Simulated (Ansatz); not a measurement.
The parent structure is InN in the wurtzite structure (space group P6_3mc, No. 186; a = 3.547 Å, c = 5.723 Å).

Method: Kohn–Sham DFT with the r2SCAN functional, run in Ansatz (an electronic-structure program) with PAW and 500 eV plane waves, without spin-orbit coupling.

For the base:

```
Item               Result
---------------  --------
Volume per atom  15.59 Å³
```

Now apply this change: a negative pressure, −2 GPa.

Q: How does this affect the volume per atom?

A: The volume per atom grows by 0.23 Å³, from 15.59 Å³ to 15.82 Å³.

Load acts through the strain it causes; cell and atoms are relaxed under it. Whether these cells are dynamically stable was not tested. All final runs are without spin polarisation.
